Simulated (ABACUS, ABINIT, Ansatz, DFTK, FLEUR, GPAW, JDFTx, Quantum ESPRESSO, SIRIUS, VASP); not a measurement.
## One calculation of Co, 11 ways

```
Co
1.0
     2.47056    0.00000    0.00000
    -1.23528    2.13957    0.00000
     0.00000    0.00000    8.08823
Co
4
Cartesian
  1.2353 0.7132 6.0662
  0.0000 0.0000 4.0441
  0.0000 1.4264 2.0221
  0.0000 0.0000 0.0000
```

Alike in all runs: task single point; functional PBEsol; k mesh 12 × 12 × 4; occupations fermi-dirac, width 0.05 eV; collinear spin, ferromagnetic start; no spin-orbit coupling. Pressure is positive in compression and, in plane waves, holds the error of the finite cutoff.

| program and potentials | plane-wave cutoff (eV) | notes | band gap (eV) | pressure (GPa) | net moment per atom (μB) |
| --- | --- | --- | --- | --- | --- |
| SIRIUS, PseudoDojo 0.4.1 PBEsol standard (scalar relativistic) | 1307 | 17 valence electrons an atom on average | no gap | -5.78 | 1.65 |
| ABACUS, PseudoDojo NC SR 0.4.1 PBEsol standard, plane waves | 1320 | 17 valence electrons an atom on average | no gap | -5.74 | 1.65 |
| JDFTx, PseudoDojo-SR-PBEsol-0.4.1-standard with smoothed tails | 1306 | 17 valence electrons an atom on average | no gap | -5.79 | 1.65 |
| DFTK, PseudoDojo SR PBEsol 0.4.1 standard (PBEsol) | 1306 | 17 valence electrons an atom on average | no gap | -5.78 | 1.65 |
| VASP, PBE PAW files Co, 520 eV | 520 | potentials made for PBE; 9 valence electrons an atom on average | no gap | -6.54 | 1.64 |
| SIRIUS, all-electron FP-LAPW, apw+lo standard | - | - | no gap | - | 1.63 |
| ABINIT, JTH PAW PBE v2.0 | 707 | potentials made for PBE; 17 valence electrons an atom on average | no gap | -4.83 | 1.65 |
| Quantum ESPRESSO, GBRV 1.5 PBEsol | 762 | 17 valence electrons an atom on average | no gap | -5.54 | 1.69 |
| GPAW, PAW data sets generated for this functional | 600 | 9 valence electrons an atom on average | no gap | -5.32 | 1.65 |
| FLEUR, all-electron, FLAPW | - | - | no gap | - | 1.65 |
| Ansatz, all-electron LAPW, scalar-relativistic | - | - | no gap | -5.81 | 1.65 |

None finds a gap. The pressure spans -6.54 (VASP, PBE PAW files Co, 520 eV) to -4.83 GPa (ABINIT, JTH PAW PBE v2.0), with all-electron results at -5.81. The net moment per atom spans 1.63 (SIRIUS, all-electron FP-LAPW, apw+lo standard) to 1.69 μB (Quantum ESPRESSO, GBRV 1.5 PBEsol), with all-electron results at 1.63 to 1.65. The state is the one that the start led to, which needn't be the lowest.

The functional is the same throughout but for its coding, so the spread measures potentials, basis and numerics; runs on potential files found faulty are left out.
